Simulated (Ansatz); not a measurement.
Zone-centre phonons of TlBr at 12 GPa: input and output

Level of theory: DFT PBE+D3(BJ), scalar-relativistic, plane waves, PAW (Ansatz 0.2.0).

Launched with:
```bash
ansatz run input.yaml --threads 1 --pin off --max-ram 1228MiB --backend cpu --events-out ev --progress --plain --runs-dir out
```

Input (bare energies are in eV):
```yaml
crystal:
  lattice:
    - [3.6424967022, 0.0, 0.0]
    - [0.0, 3.6424967022, 0.0]
    - [0.0, 0.0, 3.6424967022]
  atoms:
    - { symbol: Tl, position: [0.0, 0.0, 0.0] }
    - { symbol: Br, position: [0.5, 0.5, 0.5] }
basis:
  ecutwfc: 420
kpoints:
  mp_grid: { grid: [8, 8, 8] }
hamiltonian:
  xc: pbe
  dispersion: d3bj
scf:
  occupations: { method: fixed }
output:
  eigenvalues: true
phonons:
  method: dfpt
  dielectric: true
  rigid_motions: translations
  eigenvectors: true
```

The end of the output:
```
--- Phonons (Γ-DFPT): 2 representative perturbations + reference, on 75 of 512 k-points (Σ response iterations 6) ---
  k mesh reduced under 8 symmetry operations, with k and −k counted as one. Each operation leaves every solved perturbation unchanged. A smaller set is not considered because the run solves the response ...
  ASR residual: 3.663e-4 → 0.000e0 eV/Å²; symmetrization residual: 1.258e-5 eV/Å²
  pairwise dispersion correction: d3bj (s6 = 1.0, s8 = 0.7875, a1 = 0.4289, a2_bohr = 4.4407), with the weights of each atom's references fixed at the reference crystal's, and the forces and stress that the weights' published response gives ...
  ASR residual per site (eV/Å²): 1.81e-4 3.66e-4
  Γ frequencies (cm⁻¹): 0.00 0.00 0.00 101.23 101.23 101.23
  ε∞ (high-frequency dielectric tensor):
        8.653596     0.000000     0.000000
        0.000000     8.653596     0.000000
        0.000000     0.000000     8.653596
  ε⁰ (static dielectric tensor: ions relaxed, cell fixed):
       18.835417     0.000000     0.000000
        0.000000    18.835417     0.000000
        0.000000     0.000000    18.835417
  ε⁰ − ε∞ (ionic part):
       10.181821     0.000000     0.000000
        0.000000    10.181821     0.000000
        0.000000     0.000000    10.181821
  softest optical mode at Γ: 101.23 cm⁻¹; the repairs (sum rule, projections) moved no ω² at Γ by more than (1.23 cm⁻¹)²
  Born effective charges Z* (e; rows j = field, columns β = displacement):
    site 0:
         2.42615    0.00000    0.00000
         0.00000    2.42615    0.00000
         0.00000    0.00000    2.42615
    site 1:
        -2.42615   -0.00000    0.00000
        -0.00000   -2.42615    0.00000
         0.00000   -0.00000   -2.42615
  Z* charge neutrality: 2.343e-3 e pre-enforcement
  solved inside a basis spanned on kpoints, on 10×10×10 k-points transformed towards the longest dipole: ε∞ is read to err by 3.1e-2, Z* by 1.5e-2 e (field_mesh: kpoints solves on kpoints); Z* is corrected for ...
  optical modes at Γ without the LO–TO term, one row a degenerate level:
      ω (cm⁻¹) modes IR ((D/Å)²/amu)
        101.23      3             7.0919
  optical modes at Γ + LO–TO along q̂ = [1.0000, 0.0000, 0.0000]:
      ω (cm⁻¹) modes IR ((D/Å)²/amu)
        101.23      2             4.7279
        149.34      1             2.3640
  optical modes at Γ + LO–TO along q̂ = [0.0000, 1.0000, 0.0000]:
      ω (cm⁻¹) modes IR ((D/Å)²/amu)
        101.23      2             4.7279
        149.34      1             2.3640
  optical modes at Γ + LO–TO along q̂ = [0.0000, 0.0000, 1.0000]:
      ω (cm⁻¹) modes IR ((D/Å)²/amu)
        101.23      2             4.7279
        149.34      1             2.3640
```

Spin–orbit coupling is left out, which matters for heavy elements. The run warned that the force constants aren't converged on this k mesh, so the frequencies and all that is formed from them are rough. The bands were filled as in an insulator; under compression the gap may have closed between mesh points.